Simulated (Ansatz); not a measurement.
# AlN: band gap under strain

How does strain move the band edges of AlN in the database structure, and do the functionals agree on it? States: +1.4 % equal strain in all directions; -3.0 % biaxial strain in x and y, z held.

Program: Ansatz 0.2.0. PAW datasets, plane waves. Spin-unpolarised throughout; all numbers are computed.

### Step 1. The system as given

The unstrained cell was relaxed with r2SCAN; in each strained cell the atoms were relaxed again with r2SCAN. Names of k-points are those of the unstrained zone, where strain can split equivalent points. First state: +1.4 % equal strain in all directions.

The symmetry is F-43m (No. 216, cubic); conventional cell a = 4.432 Å, 10.88 Å³ an atom. Al has 4 N at 1.92 Å; N has 4 Al at 1.92 Å.

Coordinates:

```cif
data_structure
_symmetry_space_group_name_H-M 'F-43m'
_symmetry_Int_Tables_number 216
_cell_length_a 4.4318
_cell_length_b 4.4318
_cell_length_c 4.4318
_cell_angle_alpha 90.000
_cell_angle_beta 90.000
_cell_angle_gamma 90.000
_cell_volume 87.04
loop_
_atom_site_label
_atom_site_type_symbol
_atom_site_symmetry_multiplicity
_atom_site_Wyckoff_symbol
_atom_site_fract_x
_atom_site_fract_y
_atom_site_fract_z
_atom_site_occupancy
Al1 Al 4 a 0.00000 0.00000 0.00000 1
N1 N 4 c 0.25000 0.25000 0.25000 1
```

From earlier runs on the unstrained cell: PBE 3.33 eV, r2SCAN 3.94 eV, HSE06 4.55 eV, G0W0 4.68 eV (on its mesh); a = 4.370 Å.

### Step 2. +1.4 % equal strain in all directions: PBE

The input, input.yaml:

```yaml
crystal:
  lattice:
    - [0.0, 2.215901729, 2.215901729]
    - [2.215901729, 0.0, 2.215901729]
    - [2.215901729, 2.215901729, 0.0]
  atoms:
    - { symbol: Al, position: [0.0, 0.0, 0.0] }
    - { symbol: "N", position: [0.75, 0.75, 0.75] }
kpoints:
  mp_grid: { grid: [10, 10, 10] }
  band_path:
    path:
      - [0.0, 0.0, 0.0]
      - [-0.5, -0.5, 0.0]
      - [-0.375, -0.375, 0.25]
      - [-0.375, 0.0, 0.375]
      - [0.0, 0.0, 0.5]
      - [-0.5, -0.25, 0.25]
      - [0.0, 0.5, 0.5]
    npoints: 1
hamiltonian:
  xc: pbe
scf:
  occupations: { method: fermi_dirac, width: 0.02 }
  n_extra_bands: 4
output:
  forces: true
  stress: true
  eigenvalues: true
  write_density: true
  write_potential: true
  elf: true
  volumetric_format: npy
```

The run is started by

```bash
$ ansatz run input.yaml --threads 4 --pin off --max-ram 5529MiB --backend cpu --events-out ev --progress --plain --runs-dir out
```

The runs that follow: +1.4 % equal strain in all directions: r2SCAN; +1.4 % equal strain in all directions: HSE06; +1.4 % equal strain in all directions: G0W0@PBE; -3.0 % biaxial strain in x and y, z held: PBE; -3.0 % biaxial strain in x and y, z held: r2SCAN; -3.0 % biaxial strain in x and y, z held: HSE06; -3.0 % biaxial strain in x and y, z held: G0W0@PBE.

Q: Predict the outcome of this session.

The runs gave:

Least gap in eV (negative: overlap), with the change from the unstrained cell in brackets. G0W0 is on its own coarse mesh.

```
                                   state  volume change (%)           PBE        r2SCAN         HSE06          G0W0
   +1.4 % equal strain in all directions               +4.3  3.30 (-0.03)  3.90 (-0.04)  4.51 (-0.04)  4.60 (-0.08)
-3.0 % biaxial strain in x and y, z held               -6.0  3.25 (-0.08)  3.88 (-0.06)  4.50 (-0.05)  4.67 (-0.01)
```

What this shows: The largest move of the HSE06 gap in the table is -0.049 eV, under -3.0 % biaxial strain in x and y, z held. PBE and HSE06 differ by 1.23 eV on the unstrained gap, and by at most 0.03 eV on its change. G0W0 values are finite-basis, finite-mesh values.
